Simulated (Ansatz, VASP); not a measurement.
# Si2Mo: VASP beside Ansatz

INCAR

```
SYSTEM = Si2Mo
PREC = Accurate
ENCUT = 520
EDIFF = 1E-7
ISMEAR = -1
SIGMA = 0.05
LREAL = .False.
LASPH = .True.
NELM = 80
ALGO = Normal
ISIF = 2
LWAVE = .False.
LCHARG = .False.
GGA = PS
NBANDS = 18
```

KPOINTS

```
regular mesh
0
Gamma
  12 12 12
  0 0 0
```

Contents of POSCAR:

```
Si2Mo
1.0
   -1.5892614214      1.5892614214      3.9041200105
    1.5892614214     -1.5892614214      3.9041200105
    1.5892614214      1.5892614214     -3.9041200105
Mo Si
1 2
Direct
    0.0000000000      0.0000000000      0.0000000000
    0.6670000000      0.6670000000      0.0000000000
    0.3330000000      0.3330000000      0.0000000000
```

The input input.yaml:

```yaml
crystal:
  lattice:
    - [-1.5892614214, 1.5892614214, 3.9041200105]
    - [1.5892614214, -1.5892614214, 3.9041200105]
    - [1.5892614214, 1.5892614214, -3.9041200105]
  atoms:
    - { symbol: Mo, position: [0.0, 0.0, 0.0] }
    - { symbol: Si, position: [0.667, 0.667, 0.0] }
    - { symbol: Si, position: [0.333, 0.333, 0.0] }
hamiltonian:
  xc: pbesol
  pseudopotentials: { kind: paw }
kpoints:
  mp_grid: { grid: [12, 12, 12] }
scf:
  occupations: { method: fermi_dirac, width: 0.05 }
output:
  forces: true
  stress: true
  eigenvalues: true
  write_density: true
  write_potential: true
  elf: true
  volumetric_format: npy
```

Change from the starting cell: volume scaled by 0.98.

Alike in both runs: task single point; functional PBEsol; k mesh 12 × 12 × 12; occupations fermi-dirac, width 0.05 eV; no spin polarisation.

```csv
,VASP,Ansatz
version,VASP 6.6.1,Ansatz 0.2.0
potentials or method,"VASP PAW PBE potentials, release 64 (Mo_sv, Si)",Ansatz PAW
plane-wave cutoff (eV),520,420
valence electrons in the cell,22,22
```

```csv
,VASP,Ansatz,Ansatz less VASP
gap on the k mesh at the Fermi level (eV),none,none,-
pressure (GPa),2.1,1.7,-0.40
largest component of the traceless stress (GPa),0.44,0.45,+0.016
rms of the force components (eV/Å),0.137,0.140,+0.0023
```

Atom by atom the forces differ by 0.002 eV/Å (rms over components). A gap of «none» marks a metal or a gap that the smearing closes.

Caveats: the PAW data sets were made with another functional, which shifts forces and pressure a little (VASP); the PAW data sets come from PBE, with cores solved anew for the run's functional, which leaves a small shift of forces and pressure (Ansatz).
